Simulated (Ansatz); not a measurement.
## Si2Mo: equation of state with PBEsol

The system is Si2Mo.

```
CELL_PARAMETERS angstrom
-1.60000 1.60000 3.93050
1.60000 -1.60000 3.93050
1.60000 1.60000 -3.93050
ATOMIC_POSITIONS crystal
Mo 0.00000 0.00000 0.00000
Si 0.66700 0.66700 0.00000
Si 0.33300 0.33300 0.00000
```

```json
{
 "Program": "Ansatz 0.2.0",
 "Task": "equation of state",
 "Functional": "PBEsol",
 "Potentials or basis": "all-electron LAPW, scalar-relativistic",
 "Basis error allowed": "0.001 eV/atom",
 "k mesh": "12 × 12 × 12",
 "Occupations": "gaussian, width 0.15 eV",
 "Spin": "collinear spin, random start",
 "Starting moments": "[1.0, 0.0, 0.0] μB",
 "Fixed moment": "1 μB"
}
```

| Quantity | Value |
| --- | --- |
| Equilibrium volume | 13.57 Å³/atom |
| Bulk modulus at fixed shape and positions | 207 GPa |
| Pressure derivative of the bulk modulus | 4.4 |

Energy against volume, from the lowest point:
```tsv
volume (Å³/atom)	energy (meV/atom)
12.611	49.23
12.879	24.26
13.148	8.31
13.416	0.50
13.684	0.00
13.953	6.07
14.221	18.05
```

All runs of the series together: 5.9 min on 2 threads of Arm Neoverse V1, with other jobs on the host.

Caveat: the cell was scaled at fixed shape and fractional positions, which overstates the stiffness of a crystal with free parameters, most of all of layers and chains; the total moment is fixed, so each spin has its own Fermi level.
